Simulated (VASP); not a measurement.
Crystal: MoSe2.

```
CELL_PARAMETERS angstrom
3.28800 0.00000 0.00000
-1.64400 2.84749 0.00000
0.00000 0.00000 12.90000
ATOMIC_POSITIONS crystal
Mo 0.66667 0.33333 0.75000
Mo 0.33333 0.66667 0.25000
Se 0.66667 0.33333 0.37500
Se 0.33333 0.66667 0.87500
Se 0.66667 0.33333 0.12500
Se 0.33333 0.66667 0.62500
```

```yaml
Program: VASP 6.6.1
Task: relaxation of cell and atoms
Functional: PBEsol
Dispersion: D3
Potentials_or_basis: VASP PAW PBE potentials, release 64 (Mo_sv, Se)
Cutoff: 600 eV
k_mesh: 9 × 9 × 2
Occupations: fermi-dirac, width 0.05 eV
Spin: no spin polarisation
```

At the start: pressure 1.5 GPa; volume 20.13 Å³/atom.

**Question.** How do energy, volume and symmetry change on relaxing?

**Answer.** Over 19 steps the energy falls by 18.6 meV/atom and the volume is 19.25 Å³/atom (-4.4 %); space group P6_3/mmc (No. 194, to 0.05 Å).

The path:
| step | energy change (eV) | largest force (eV/Å) | pressure (GPa) | volume (Å³) |
| --- | --- | --- | --- | --- |
| 1 | 0.0000 | 0.8192 | 1.51 | 120.78 |
| 2 | 0.0206 | 0.6663 | -5.63 | 124.08 |
| 3 | -0.0573 | 0.0900 | -2.00 | 122.29 |
| 4 | -0.0807 | 0.0996 | 0.13 | 119.09 |
| 5 | -0.0814 | 0.0979 | -0.18 | 119.53 |
| 6 | -0.0863 | 0.1427 | 0.09 | 118.99 |
| 7 | -0.0941 | 0.2604 | 0.83 | 117.59 |
| 8 | -0.0845 | 0.5040 | 2.54 | 114.79 |
| 9 | -0.0944 | 0.3301 | 1.28 | 116.88 |
| 10 | -0.0956 | 0.3198 | 1.21 | 116.83 |
| 11 | -0.0988 | 0.2906 | 1.04 | 116.70 |
| 12 | -0.1038 | 0.2317 | 0.67 | 116.42 |
| 13 | -0.1083 | 0.1149 | -0.02 | 115.86 |
| 14 | -0.1083 | 0.1024 | -0.10 | 115.80 |
| 15 | -0.1093 | 0.0817 | -0.12 | 115.78 |
| 16 | -0.1112 | 0.0203 | -0.25 | 115.71 |
| 17 | -0.1098 | 0.1014 | -0.48 | 115.56 |
| 18 | -0.1115 | 0.0143 | -0.33 | 115.67 |
| 19 | -0.1118 | 0.0070 | -0.09 | 115.48 |

Final structure:
```yaml
crystal:
  lattice:
    - [3.25084, 0.00000, 0.00000]
    - [-1.62542, 2.81531, 0.00000]
    - [0.00000, 0.00000, 12.61741]
  atoms:
    - { symbol: Mo, position: [0.66667, 0.33333, 0.75000] }
    - { symbol: Mo, position: [0.33333, 0.66667, 0.25000] }
    - { symbol: Se, position: [0.66667, 0.33333, 0.38214] }
    - { symbol: Se, position: [0.33333, 0.66667, 0.88214] }
    - { symbol: Se, position: [0.66667, 0.33333, 0.11786] }
    - { symbol: Se, position: [0.33333, 0.66667, 0.61786] }
```

Caveat: the PAW data sets were made with another functional, which shifts forces and pressure a little.
